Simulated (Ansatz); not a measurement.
Runs of Ansatz 0.2.0 on TePb. Symmetry: Fm-3m, No. 225, cubic system. Conventional cell: a = 6.462 Å, b = 6.462 Å, c = 6.462 Å, α = 90.00°, β = 90.00°, γ = 90.00°. Around Pb (site symmetry m-3m) lie 6 Te at 3.23 Å. Te (site symmetry m-3m) has 6 Pb at 3.23 Å as nearest neighbours. 

```csv
task,level,cell,k mesh,smearing,points for each segment of the path,mesh quality,pressure (GPa),relaxed volume (Å³/atom)
single point,PBE,as given,7 × 7 × 7,gaussian 0.029 eV,-,not flagged,2.1,-
relaxation of cell and atoms,BLYP+D3(BJ),relaxed,7 × 7 × 7,fermi-dirac 0.05 eV,-,not flagged,0.0,34.17
band structure,HSE06,as given,4 × 4 × 4,fermi-dirac 0.05 eV,4,coarse,(a),-
relaxation of cell and atoms,BLYP+D4,relaxed,7 × 7 × 7,fermi-dirac 0.05 eV,-,not flagged,0.0,37.10
single point,PBE,as given,7 × 7 × 7,gaussian 0.03 eV,-,not flagged,2.1,-
```

Alike in all rows: potentials or basis Ansatz PAW; no spin polarisation; cutoff (eV) 420.

Task: Fill in the values left out.

Result: (a) 1.2.

Caveats: some runs use coarse meshes; the PAW data sets come from PBE, with cores solved anew for the run's functional, which leaves a small shift of forces and pressure (some runs); the plane-wave basis is chosen anew once the cell has moved, so the energies of steps on either side of that aren't comparable (some runs); the thresholds are loose for stress (some runs).
